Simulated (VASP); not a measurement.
Write the native input for VASP 6.6.1 that does the following.

| Quantity | Value |
| --- | --- |
| Task | single point |
| Functional | PBEsol |
| Potentials or basis | VASP PAW PBE potentials, release 64 (Ir) |
| Cutoff | 520 eV |
| k mesh | 6 × 6 × 4 |
| Occupations | gaussian, width 0.1 eV |
| Spin | no spin polarisation |
| Dipole correction | no |
| Further INCAR settings | ALGO = Fast; EDIFF = 1e-06; NBANDS = 26 |

The structure of Ir lies in POSCAR:

```
Ir
1.0
    3.9384758897      0.0000000000      0.0000000000
   -1.9692379449      3.4108201727      0.0000000000
    0.0000000000      0.0000000000      6.2320041013
Ir
4
Direct
    0.3333333333      0.6666666667      0.4416774826
    0.6666666667      0.3333333333      0.9416774826
    0.6666666667      0.3333333333      0.5583225174
    0.3333333333      0.6666666667      0.0583225174
```

The cell was built by a generator and needn't be a form met in nature.

One way to write it, as run:

INCAR

```
PREC = Accurate ; ENCUT = 520
EDIFF = 1E-6 ; ISMEAR = 0
SIGMA = 0.1 ; LREAL = False
LASPH = True ; NELM = 100
ALGO = Fast ; ISIF = 2
LWAVE = False ; LCHARG = False
GGA = PS ; NBANDS = 26
```

KPOINTS

```
Automatic mesh
0
Gamma
  6 6 4
```

Potentials or basis: VASP PAW PBE potentials, release 64 (Ir).

Run with:

```console
$ cat potpaw_PBE.64/Ir/POTCAR > POTCAR
$ mpirun -np 1 vasp_std > vasp.out
```

It gave:

```json
{
  "Pressure": "0.1 GPa",
  "Largest force": "0.005 eV/Å",
  "Band gap on the k mesh": "none (metal or under the smearing width)"
}
```

Caveat: the PAW data sets were made with another functional, which shifts forces and pressure a little.

Run time: 26 s on 1 thread of Intel(R) Xeon(R) 6975P-C (Granite Rapids) (shared host), peak memory 0.2 GiB.
